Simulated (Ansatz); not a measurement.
# Si63N (N on a Si site, 64 atoms): the cost of one run

Computed with Ansatz 0.2.0 (DFT PBE, scalar-relativistic, plane waves, PAW, and further levels as typed in the inputs, unless a step's input says otherwise).

### Step 1. The structure to begin with

The structure is trigonal, space group R3m (No. 160). The conventional cell has a = 15.361 Å, b = 15.361 Å, c = 18.814 Å, α = 90.00°, β = 90.00°, γ = 120.00°. Around N (site symmetry 3m) lie 1 Si at 2.01 Å. Si (site symmetry m) has 4 Si at 2.35 Å as nearest neighbours. Si (site symmetry 3m) has 1 N at 2.01 Å as nearest neighbours. Around Si (site symmetry 1) lie 4 Si at 2.35 Å. Only part of the 20 independent sites is listed.

As a file:

```cif
data_structure
_symmetry_space_group_name_H-M 'R3m:H'
_symmetry_Int_Tables_number 160
_cell_length_a 15.3612
_cell_length_b 15.3612
_cell_length_c 18.8135
_cell_angle_alpha 90.000
_cell_angle_beta 90.000
_cell_angle_gamma 120.000
_cell_volume 3844.60
loop_
_atom_site_label
_atom_site_type_symbol
_atom_site_symmetry_multiplicity
_atom_site_Wyckoff_symbol
_atom_site_fract_x
_atom_site_fract_y
_atom_site_fract_z
_atom_site_occupancy
N1 N 3 a 0.00000 0.00000 0.01800 1
Si1 Si 9 b 0.83333 0.91667 0.16667 1
Si2 Si 3 a 0.00000 0.00000 0.12500 1
Si3 Si 9 b 0.83333 0.91667 0.29167 1
Si4 Si 9 b 0.83333 0.66667 0.16667 1
Si5 Si 18 c 0.66667 0.58333 0.33333 1
Si6 Si 9 b 0.91667 0.83333 0.33333 1
Si7 Si 9 b 0.83333 0.66667 0.29167 1
Si8 Si 18 c 0.66667 0.58333 0.45833 1
Si9 Si 9 b 0.91667 0.83333 0.45833 1
Si10 Si 9 b 0.66667 0.83333 0.33333 1
Si11 Si 9 b 0.50000 0.75000 0.50000 1
Si12 Si 18 c 0.75000 0.75000 0.50000 1
Si13 Si 9 b 0.66667 0.83333 0.45833 1
Si14 Si 9 b 0.50000 0.75000 0.62500 1
Si15 Si 18 c 0.75000 0.75000 0.62500 1
Si16 Si 3 a 0.00000 0.00000 0.50000 1
Si17 Si 9 b 0.83333 0.91667 0.66667 1
Si18 Si 3 a 0.00000 0.00000 0.62500 1
Si19 Si 9 b 0.83333 0.91667 0.79167 1
```

### Step 2. Relaxing the atoms: Si63N defect cell, total moment held at 1 μB

Input file input.yaml:

```yaml
crystal:
  lattice:
    - [10.862, 0.0, 0.0]
    - [0.0, 10.862, 0.0]
    - [0.0, 0.0, 10.862]
  atoms:
    - { symbol: "N", position: [0.018, 0.018, 0.018] }
    - { symbol: Si, position: [0.0, 0.25, 0.25] }
    - { symbol: Si, position: [0.25, 0.0, 0.25] }
    - { symbol: Si, position: [0.25, 0.25, 0.0] }
    - { symbol: Si, position: [0.125, 0.125, 0.125] }
    - { symbol: Si, position: [0.125, 0.375, 0.375] }
    - { symbol: Si, position: [0.375, 0.125, 0.375] }
    - { symbol: Si, position: [0.375, 0.375, 0.125] }
    - { symbol: Si, position: [0.0, 0.0, 0.5] }
    - { symbol: Si, position: [0.0, 0.25, 0.75] }
    - { symbol: Si, position: [0.25, 0.0, 0.75] }
    - { symbol: Si, position: [0.25, 0.25, 0.5] }
    - { symbol: Si, position: [0.125, 0.125, 0.625] }
    - { symbol: Si, position: [0.125, 0.375, 0.875] }
    - { symbol: Si, position: [0.375, 0.125, 0.875] }
    - { symbol: Si, position: [0.375, 0.375, 0.625] }
    - { symbol: Si, position: [0.0, 0.5, 0.0] }
    - { symbol: Si, position: [0.0, 0.75, 0.25] }
    - { symbol: Si, position: [0.25, 0.5, 0.25] }
    - { symbol: Si, position: [0.25, 0.75, 0.0] }
    - { symbol: Si, position: [0.125, 0.625, 0.125] }
    - { symbol: Si, position: [0.125, 0.875, 0.375] }
    - { symbol: Si, position: [0.375, 0.625, 0.375] }
    - { symbol: Si, position: [0.375, 0.875, 0.125] }
    - { symbol: Si, position: [0.0, 0.5, 0.5] }
    - { symbol: Si, position: [0.0, 0.75, 0.75] }
    - { symbol: Si, position: [0.25, 0.5, 0.75] }
    - { symbol: Si, position: [0.25, 0.75, 0.5] }
    - { symbol: Si, position: [0.125, 0.625, 0.625] }
    - { symbol: Si, position: [0.125, 0.875, 0.875] }
    - { symbol: Si, position: [0.375, 0.625, 0.875] }
    - { symbol: Si, position: [0.375, 0.875, 0.625] }
    - { symbol: Si, position: [0.5, 0.0, 0.0] }
    - { symbol: Si, position: [0.5, 0.25, 0.25] }
    - { symbol: Si, position: [0.75, 0.0, 0.25] }
    - { symbol: Si, position: [0.75, 0.25, 0.0] }
    - { symbol: Si, position: [0.625, 0.125, 0.125] }
    - { symbol: Si, position: [0.625, 0.375, 0.375] }
    - { symbol: Si, position: [0.875, 0.125, 0.375] }
    - { symbol: Si, position: [0.875, 0.375, 0.125] }
    - { symbol: Si, position: [0.5, 0.0, 0.5] }
    - { symbol: Si, position: [0.5, 0.25, 0.75] }
    - { symbol: Si, position: [0.75, 0.0, 0.75] }
    - { symbol: Si, position: [0.75, 0.25, 0.5] }
    - { symbol: Si, position: [0.625, 0.125, 0.625] }
    - { symbol: Si, position: [0.625, 0.375, 0.875] }
    - { symbol: Si, position: [0.875, 0.125, 0.875] }
    - { symbol: Si, position: [0.875, 0.375, 0.625] }
    - { symbol: Si, position: [0.5, 0.5, 0.0] }
    - { symbol: Si, position: [0.5, 0.75, 0.25] }
    - { symbol: Si, position: [0.75, 0.5, 0.25] }
    - { symbol: Si, position: [0.75, 0.75, 0.0] }
    - { symbol: Si, position: [0.625, 0.625, 0.125] }
    - { symbol: Si, position: [0.625, 0.875, 0.375] }
    - { symbol: Si, position: [0.875, 0.625, 0.375] }
    - { symbol: Si, position: [0.875, 0.875, 0.125] }
    - { symbol: Si, position: [0.5, 0.5, 0.5] }
    - { symbol: Si, position: [0.5, 0.75, 0.75] }
    - { symbol: Si, position: [0.75, 0.5, 0.75] }
    - { symbol: Si, position: [0.75, 0.75, 0.5] }
    - { symbol: Si, position: [0.625, 0.625, 0.625] }
    - { symbol: Si, position: [0.625, 0.875, 0.875] }
    - { symbol: Si, position: [0.875, 0.625, 0.875] }
    - { symbol: Si, position: [0.875, 0.875, 0.625] }
scf:
  occupations: { method: gaussian, width: 0.02 }
output:
  forces: true
  stress: false
  eigenvalues: true
kpoints:
  mp_grid: { grid: [2, 2, 2] }
relax:
  f_tol: 0.02
  max_steps: 60
magnetization:
  spin_polarized: true
  initial_magnetization: 1
  spin_locking: { lock_magnetization: hard }
```

Started as:

```sh
$ ansatz run input.yaml --threads 8 --pin off --max-ram 32768MiB --backend cpu --events-out ev --progress --plain --runs-dir out
```

What time and memory should one allow on 8 threads of Intel Xeon 6975P-C (Granite Rapids), shared host?

About 63 s, with a peak of 8.4 GiB.
